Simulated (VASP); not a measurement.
Here is a VASP 6.6.1 calculation.

File INCAR:

```
ALGO = Normal ; EDIFF = 1E-7
ENCUT = 520 ; ISIF = 2
ISMEAR = -1 ; LASPH = T
LCHARG = F ; LMAXMIX = 4
LREAL = F ; LWAVE = F
NBANDS = 28 ; NELM = 80
PREC = Accurate ; SIGMA = 0.05
```

File KPOINTS:

```
k-points
0
Gamma
  7 7 7
```

The input POSCAR:

```
BaTiO3
1.0
    3.9998000000      0.0000000000      0.0000000000
    0.0000000000      3.9998000000      0.0000000000
    0.0000000000      0.0000000000      4.0180000000
Ba Ti O
1 1 3
Direct
    0.0000000000      0.0000000000      0.0000000000
    0.5000000000      0.5000000000      0.4900000000
    0.0000000000      0.5000000000      0.5170000000
    0.5000000000      0.0000000000      0.5170000000
    0.5000000000      0.5000000000      0.0190000000
```

The input KPOINTS_OPT:

```
path GXMGZRAZ,XR,MA
15
line-mode
reciprocal
 0.0000000000  0.0000000000  0.0000000000  G
 0.0000000000  0.5000000000  0.0000000000  X

 0.0000000000  0.5000000000  0.0000000000  X
 0.5000000000  0.5000000000  0.0000000000  M

 0.5000000000  0.5000000000  0.0000000000  M
 0.0000000000  0.0000000000  0.0000000000  G

 0.0000000000  0.0000000000  0.0000000000  G
 0.0000000000  0.0000000000  0.5000000000  Z

 0.0000000000  0.0000000000  0.5000000000  Z
 0.0000000000  0.5000000000  0.5000000000  R

 0.0000000000  0.5000000000  0.5000000000  R
 0.5000000000  0.5000000000  0.5000000000  A

 0.5000000000  0.5000000000  0.5000000000  A
 0.0000000000  0.0000000000  0.5000000000  Z

 0.0000000000  0.5000000000  0.0000000000  X
 0.0000000000  0.5000000000  0.5000000000  R

 0.5000000000  0.5000000000  0.0000000000  M
 0.5000000000  0.5000000000  0.5000000000  A
```

Potentials or basis: VASP PAW LDA potentials, release 64 (Ba_sv, Ti_sv, O).

Run with:

```bash
$ cat potpaw_LDA.64/Ba_sv/POTCAR potpaw_LDA.64/Ti_sv/POTCAR potpaw_LDA.64/O/POTCAR > POTCAR
$ mpirun -np 1 vasp_std > vasp.out
```

Question: What does it give for the largest force?

Answer: 0.364 eV/Å.

Question: What does it give for the pressure?

Answer: -6.5 GPa.

Question: What does it give for the band gap on the k mesh?

Answer: 1.78 eV, indirect (least direct gap 1.97 eV).

Question: Estimate the band gap along the path.

Answer: 1.68 eV, indirect (least direct gap 1.97 eV).

Forces in eV/Å, atoms in the order of the input:
```
Ba   0.000  0.000  0.039
Ti   0.000  0.000 -0.153
O    0.000  0.000 -0.125
O    0.000  0.000 -0.125
O    0.000  0.000  0.364
```

Caveat: spin-orbit coupling is left out, which moves the levels of the heavy elements; the mesh misses the band edges, which the band path finds closer together. A hybrid or GW would open this gap; LDA tends to underestimate it.
